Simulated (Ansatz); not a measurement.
The system is Sb.

```
CELL_PARAMETERS angstrom
-1.87134 1.87134 1.87134
1.87134 -1.87134 1.87134
1.87134 1.87134 -1.87134
ATOMIC_POSITIONS crystal
Sb 0.00000 0.00000 0.00000
```

This isn't the form of Sb at room conditions, which is rhombohedral.

| Property | Result |
| --- | --- |
| Program | Ansatz 0.2.0 |
| Task | single point |
| Functional | PBE |
| Potentials or basis | Ansatz PAW |
| Cutoff | 420 eV (not typed: the program's choice for these potentials) |
| k mesh | 10 × 10 × 10 |
| Occupations | fermi-dirac, width 0.05 eV |
| Spin | no spin polarisation |

On this cell: pressure 3.2 GPa; band gap on the k mesh none (metal or under the smearing width).

The same run follows on a disturbed copy (cell strained at random at fixed volume):

```
Sb
1.0
    -1.91168    1.89860    1.91097
     1.86645   -1.92422    1.89137
     1.82583    1.83838   -1.93660
Sb
1
Direct
  0.00668 0.00212 0.01774
```

Question: What changes?

Answer: The energy (extrapolated to zero smearing) moves by +2.7 meV/atom; pressure 3.0 GPa; band gap on the k mesh none (metal or under the smearing width).

Stress tensor (GPa, compression positive):
```
2.75 1.06 0.70
1.06 3.03 0.89
0.70 0.89 3.23
```
